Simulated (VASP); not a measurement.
# Hf (Fm-3m) in VASP: settings compared

Aim: see how the results for Hf move with the level of theory and the settings. Levels: rSCAN+D4, PBEsol. Tasks: relaxation of cell and atoms.

Everything below comes from runs of VASP 6.6.1. Logs are shortened: lines on timing, memory, paths and dates and some standing lists are left out, and cuts for length are marked.

## 1. The structure

The structure is cubic, space group Fm-3m (No. 225). Conventional cell: a = 4.440 Å, b = 4.440 Å, c = 4.440 Å, α = 90.00°, β = 90.00°, γ = 90.00°. Hf (site symmetry m-3m) is surrounded by 12 Hf at 3.14 Å.

This isn't the form of Hf at room conditions, which is hcp.

## 2. Relaxation of cell and atoms, rSCAN+D4, spin-orbit coupling, no magnetisation (volume scaled by 1.15)

Input file INCAR:

```
SYSTEM = Hf
PREC = Accurate
ENCUT = 600
EDIFF = 1E-6
ISMEAR = 1
SIGMA = 0.2
LREAL = .False.
LASPH = .True.
NELM = 60
ALGO = Normal
ISIF = 3
LWAVE = .False.
LCHARG = .False.
MAGMOM = 0 0 0
LORBIT = 11
LSORBIT = .True.
GGA_COMPAT = .False.
LMAXMIX = 4
METAGGA = RSCAN
LMIXTAU = .True.
IVDW = 13
VDW_S6 = 1.0
VDW_S8 = 0.87728975
VDW_A1 = 0.49116966
VDW_A2 = 5.75859346
IBRION = 2
NSW = 60
EDIFFG = -0.005
```

Input file KPOINTS:

```
Automatic mesh
0
Gamma
  7 7 7
  0 0 0
```

Input file POSCAR:

```
Hf
3.2893
    0.000000000000      0.707102060621      0.707102060621
    0.707102060621      0.000000000000      0.707102060621
    0.707102060621      0.707102060621      0.000000000000
Hf
1
Direct
    0.0000000000      0.0000000000      0.0000000000
```

Potentials or basis: VASP PAW PBE potentials, release 64 (Hf_pv).

Run with:

```
> cat potpaw_PBE.64/Hf_pv/POTCAR > POTCAR
> mpirun -np 1 vasp_ncl > vasp.out
```

OUTCAR:

```text
SYSTEM = Hf
   PREC = Accurate
   ENCUT = 600
   EDIFF = 1E-6
   ISMEAR = 1
   LREAL = .False.
   LASPH = .True.
   NELM = 60
   ISIF = 3
   LORBIT = 11
   LSORBIT = .True.
   METAGGA = RSCAN
   IVDW = 13
   IBRION = 2
   NSW = 60
   EDIFFG = -0.005

 ion  position               nearest neighbor table
   1  0.000  0.000  0.000-

  LATTYP: Found a face centered cubic cell.
 ALAT       =     4.6517416160

  Lattice vectors:

 A1 = (   0.0000000000,   2.3258708080,   2.3258708080)
 A2 = (   2.3258708080,   0.0000000000,   2.3258708080)
 A3 = (   2.3258708080,   2.3258708080,   0.0000000000)

Analysis of symmetry for initial positions (statically):
=====================================================================
 Subroutine PRICEL returns:
 Original cell was already a primitive cell.

 Routine SETGRP: Setting up the symmetry group for a
 face centered cubic supercell.

 Subroutine GETGRP returns: Found 48 space group operations
 (whereof 48 operations were pure point group operations)
 out of a pool of 48 trial point group operations.

The static configuration has the point symmetry O_h .

Analysis of symmetry for dynamics (positions and initial velocities):
=====================================================================
 Subroutine PRICEL returns:
 Original cell was already a primitive cell.

 Routine SETGRP: Setting up the symmetry group for a
 face centered cubic supercell.

 Subroutine GETGRP returns: Found 48 space group operations
 (whereof 48 operations were pure point group operations)
 out of a pool of 48 trial point group operations.

The dynamic configuration has the point symmetry O_h .

Analysis of structural, dynamic, and magnetic symmetry:
=====================================================================
 Subroutine PRICEL returns:
 Original cell was already a primitive cell.

 Routine SETGRP: Setting up the symmetry group for a
 face centered cubic supercell.

 Subroutine GETGRP returns: Found 48 space group operations
 (whereof 48 operations were pure point group operations)
 out of a pool of 48 trial point group operations.

The overall configuration has the point symmetry O_h .

 Subroutine INISYM returns: Found 48 space group operations
 (whereof 48 operations are pure point group operations),
 and found     1 'primitive' translations

----------------------------------------------------------------------------------------

                                     Primitive cell

  volume of cell :      25.1644

  direct lattice vectors                    reciprocal lattice vectors
     0.000000000  2.325870808  2.325870808    -0.214973247  0.214973247  0.214973247
     2.325870808  0.000000000  2.325870808     0.214973247 -0.214973247  0.214973247
     2.325870808  2.325870808  0.000000000     0.214973247  0.214973247 -0.214973247

  length of vectors
     3.289278041  3.289278041  3.289278041     0.372344586  0.372344586  0.372344586

  position of ions in fractional coordinates (direct lattice)
     0.000000000  0.000000000  0.000000000

  ion indices of the primitive-cell ions
   primitive index   ion index
                 1           1

----------------------------------------------------------------------------------------

 KPOINTS: Automatic mesh

Automatic generation of k-mesh.
 Grid dimensions read from file:
 generate k-points for:    7    7    7
[... 71 lines left out ...]
   NUPDOWN=      -1.0000    fix difference up-down
   EMIN   =  10.00;   EMAX   =-10.00  energy-range for DOS
   EFERMI =   0.00;   METHOD = LEGACY
   ISMEAR =     1;   SIGMA  =   0.20  broadening in eV -4-tet -1-fermi 0-gaus
   EFERMI_NEDOS =   21; number of points for ismear=-14 and -15
   IALGO  =     38    algorithm
   IMIX   =      4    mixing-type and parameters
     AMIX     =   0.40;   BMIX     =  1.00
     AMIX_MAG =   1.60;   BMIX_MAG =  1.00
  volume/ion in A,a.u.               =      25.16       169.82
  Fermi-wavevector in a.u.,A,eV,Ry     =   1.203592  2.274459 19.709854  1.448633
  Thomas-Fermi vector in A             =   2.339341
   LORBIT       =     11    0 simple, 1 ext, 2 COOP (PROOUT), +10 PAW based schemes
   METAGGA = RSCAN    functional components
   LHFCALC =     F    Hartree Fock is set to
   AEXX    =    0.0000 exact exchange contribution
   IVDW    =    13    specifies the selected vdW correction
   LEPSILON=     F    determine dielectric tensor
   LRPA    =     F    only Hartree local field effects (RPA)
 conjugate gradient relaxation of ions
 Methfessel and Paxton  Order N= 1 SIGMA  =   0.20
  energy-cutoff  :      600.00
  volume of cell :       25.16
 maximum number of plane-waves:      1738
 NGX is ok and might be reduce to    28
   NGX = 13   NGY = 13   NGZ = 13

--------------------------------------- Ionic step        1  -------------------------------------------

 number of electron      10.0000000 magnetization       0.0000000      0.0000000      0.0000000

 number of electron      10.0000001 magnetization      -0.0000000     -0.0000000      0.0000000

 number of electron      10.0000001 magnetization       0.0000000      0.0000000     -0.0000000

 Free energy of the ion-electron system (eV)
  ---------------------------------------------------
  ext. energy  EPLUGINS =         0.00000000
  ---------------------------------------------------
  free energy    TOTEN  =       -80.67550119 eV

  energy without entropy =      -80.66953314  energy(sigma->0) =      -80.67351184

------------------------ aborting loop because EDIFF is reached ----------------------------------------

--------------------------------------- Ionic step        2  -------------------------------------------

------------------------ aborting loop because EDIFF is reached ----------------------------------------

 magnetization (z)

# of ion       s       p       d       tot
------------------------------------------
    1       -0.000  -0.000   0.000   0.000

--------------------------------------- Ionic step        1  -------------------------------------------

 number of electron      10.0000000 magnetization       0.0000000      0.0000000     -0.0000000

 Free energy of the ion-electron system (eV)
  ---------------------------------------------------
  ext. energy  EPLUGINS =         0.00000000
  ---------------------------------------------------
  free energy    TOTEN  =       -80.79015172 eV

  energy without entropy =      -80.78543600  energy(sigma->0) =      -80.78857981

 E-fermi :   4.6352     XC(G=0): -12.2213

 val. band max:        4.4227328122   @ k =  -0.2857   0.2857   0.0000
 cond. band min:       4.6509795837   @ k =   0.2857   0.0000   0.0000
 fundamental gap:      0.2282467714
 Fermi energy:         4.6352270826

[... ionic steps 2 to 2 ...]

--------------------------------------- Ionic step        3  -------------------------------------------

------------------------ aborting loop because EDIFF is reached ----------------------------------------

--------------------------------------- Ionic step        4  -------------------------------------------
[... 11 lines left out ...]
--------------------------------------- Ionic step        7  -------------------------------------------

------------------------ aborting loop because EDIFF is reached ----------------------------------------

  DFT-D4 for vdW energy calculation

  Edisp (eV):   -0.08496

  FORCE on cell =-STRESS in cart. coord.  units (eV):
  Direction    XX          YY          ZZ          XY          YZ          ZX
  --------------------------------------------------------------------------------------
  -------------------------------------------------------------------------------------
  Total       0.00156     0.00156     0.00156     0.00000     0.00000     0.00000
  in kB       0.11356     0.11356     0.11356     0.00000     0.00000     0.00000
  external pressure =        0.11 kB  Pullay stress =        0.00 kB

 VOLUME and BASIS-vectors are now :
 -----------------------------------------------------------------------------
  energy-cutoff  :      600.00
  volume of cell :       22.04
      direct lattice vectors                 reciprocal lattice vectors
     0.000000000  2.225423270  2.225423270    -0.224676360  0.224676360  0.224676360
     2.225423270 -0.000000000  2.225423270     0.224676360 -0.224676360  0.224676360
     2.225423270  2.225423270 -0.000000000     0.224676360  0.224676360 -0.224676360

 POSITION                                       TOTAL-FORCE (eV/Angst)
 -----------------------------------------------------------------------------------
      0.00000      0.00000      0.00000        -0.000000     -0.000000      0.000000
 -----------------------------------------------------------------------------------
    total drift:                                0.000000      0.000000      0.000000

  FREE ENERGIE OF THE ION-ELECTRON SYSTEM (eV)
  ---------------------------------------------------
  free  energy   TOTEN  =       -80.8749206030 eV

  energy  without entropy=      -80.8701346553  energy(sigma->0) =      -80.87332529

 reached required accuracy - stopping structural energy minimisation

 Spin-Orbit-Coupling matrix elements

 Ion:    1  E_soc:     -1.3152875
 l=   1
     0.0000000    -0.2116559    -0.2116559
    -0.2116559     0.0000000    -0.2116559
    -0.2116559    -0.2116559     0.0000000
 l=   2
     0.0000000    -0.0016191     0.0000000    -0.0016191    -0.0059396
    -0.0016191     0.0000000    -0.0044547    -0.0016191    -0.0014849
     0.0000000    -0.0044547     0.0000000    -0.0044547     0.0000000
    -0.0016191    -0.0016191    -0.0044547     0.0000000    -0.0014849
    -0.0059396    -0.0014849     0.0000000    -0.0014849     0.0000000
 l=   3
     0.0000000     0.0000000     0.0000000     0.0000000     0.0000000     0.0000000     0.0000000
     0.0000000     0.0000000     0.0000000     0.0000000     0.0000000     0.0000000     0.0000000
     0.0000000     0.0000000     0.0000000     0.0000000     0.0000000     0.0000000     0.0000000
     0.0000000     0.0000000     0.0000000     0.0000000     0.0000000     0.0000000     0.0000000
     0.0000000     0.0000000     0.0000000     0.0000000     0.0000000     0.0000000     0.0000000
     0.0000000     0.0000000     0.0000000     0.0000000     0.0000000     0.0000000     0.0000000
     0.0000000     0.0000000     0.0000000     0.0000000     0.0000000     0.0000000     0.0000000

 total charge

# of ion       s       p       d       tot
------------------------------------------
    1        0.401   6.477   1.551   8.429

 magnetization (x)

# of ion       s       p       d       tot
------------------------------------------
    1        0.000  -0.000  -0.000   0.000

 magnetization (y)

# of ion       s       p       d       tot
------------------------------------------
    1        0.000  -0.000   0.000  -0.000

 magnetization (z)

# of ion       s       p       d       tot
------------------------------------------
    1        0.000  -0.000   0.000   0.000
```

Wall time 11 min (1 thread of AMD EPYC 9R45 (Zen 5), shared host); peak memory 0.26 GiB.

What came out:

```
Free energy                                           : -80.8749 eV
Relaxed volume                                        : 22.04 Å³/atom
Relaxed cell                                          : a = 3.147 Å, b = 3.147 Å, c = 3.147 Å, α = 60.00°, β = 60.00°, γ = 60.00°
Space group after relaxing (to 0.05 Å)                : Fm-3m (No. 225)
Energy gained by relaxing                             : 124.6 meV/atom
Ionic steps                                           : 7
Pressure after relaxing                               : 0.0 GPa
Valence electrons inside the program's atomic spheres : Hf 8.43
Dispersion energy per atom                            : -0.085 eV
```

Step by step:
| step | energy change (eV) | largest force (eV/Å) | pressure (GPa) | volume (Å³) |
| --- | --- | --- | --- | --- |
| 1 | 0.0000 | 0.0000 | -11.48 | 25.16 |
| 2 | 0.0352 | 0.0000 | 19.46 | 19.15 |
| 3 | -0.1244 | 0.0000 | -0.40 | 22.13 |
| 4 | -0.1246 | 0.0000 | -0.04 | 22.05 |
| 5 | -0.1245 | 0.0000 | 0.26 | 21.99 |
| 6 | -0.1245 | 0.0000 | -0.29 | 22.10 |
| 7 | -0.1246 | 0.0000 | 0.01 | 22.04 |

Final structure:
```cif
data_structure
_symmetry_space_group_name_H-M 'P 1'
_symmetry_Int_Tables_number 1
_cell_length_a 3.1472
_cell_length_b 3.1472
_cell_length_c 3.1472
_cell_angle_alpha 60.000
_cell_angle_beta 60.000
_cell_angle_gamma 60.000
_cell_volume 22.04
loop_
_atom_site_label
_atom_site_type_symbol
_atom_site_fract_x
_atom_site_fract_y
_atom_site_fract_z
_atom_site_occupancy
Hf1 Hf 0.00000 0.00000 0.00000 1
```

Caveat: the PAW data sets were made with another functional, which shifts forces and pressure a little.

(Continued in part 2 of 2.)
